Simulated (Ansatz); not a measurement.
Density of states of In₂Sb (P6_3/mmc, a = 5.415 Å, b = 5.415 Å, c = 6.447 Å, α = 90.00°, β = 90.00°, γ = 120.00°), in states per eV and primitive cell, averaged over bins of 0.5 eV. All numbers below come from DFT r2SCAN, scalar-relativistic, plane waves, PAW in Ansatz.

Settings: cutoff 500 eV, Γ-centred mesh 12×12×6 on the computed 6-atom cell, Gaussian smearing of 0.10 eV; no spin polarisation.

The cell is relaxed at this level. The states (both spins) are summed by tetrahedra on a 18×18×9 mesh at the self-consistent density. Energies are bin centres; the table starts no lower than −8 eV and ends at 6 eV, or lower where the solved bands end.

It is a metal at this level.

```tsv
E − E_F (eV)	total	In 5p	Sb 5p	In 5s	Sb 5s
-7.20	1.65	0.36	0.41	0.74	0.12
-6.70	2.03	0.44	0.56	0.87	0.15
-6.20	2.10	0.42	0.56	0.88	0.22
-5.70	2.60	0.52	0.64	1.10	0.32
-5.20	1.78	0.40	0.38	0.79	0.20
-4.70	1.96	0.52	0.42	0.87	0.12
-4.20	2.20	0.66	0.53	0.88	0.11
-3.70	1.83	0.58	0.48	0.68	0.08
-3.20	2.25	0.87	0.83	0.46	0.06
-2.70	3.02	1.11	1.23	0.55	0.09
-2.20	3.05	0.97	1.33	0.62	0.09
-1.70	3.67	0.95	1.83	0.74	0.08
-1.20	3.27	0.80	1.65	0.68	0.08
-0.70	2.60	0.65	1.30	0.53	0.08
-0.20	2.11	0.91	0.64	0.43	0.08
0.30	2.69	1.21	0.70	0.55	0.15
0.80	2.72	1.21	0.72	0.58	0.12
1.30	3.11	1.64	0.71	0.50	0.13
1.80	3.00	1.84	0.65	0.26	0.10
2.30	3.94	2.36	0.87	0.37	0.12
2.80	3.25	1.90	0.75	0.31	0.08
3.30	3.47	2.02	0.80	0.29	0.10
3.80	3.13	1.86	0.66	0.25	0.08
4.30	3.52	2.13	0.70	0.19	0.07
4.80	4.00	2.52	0.71	0.17	0.07
5.30	4.44	2.78	0.74	0.15	0.08
```

The columns after the total are the main Löwdin projections on the occupied valence shells of the potentials; 1 other is left out. The rest of the total lies in those, in shells that are empty in the free atom, which aren't projected, and between the atoms.

Spin-orbit coupling is left out, which matters for the bands of heavy elements.

Whether In2Sb exists in this form wasn't checked.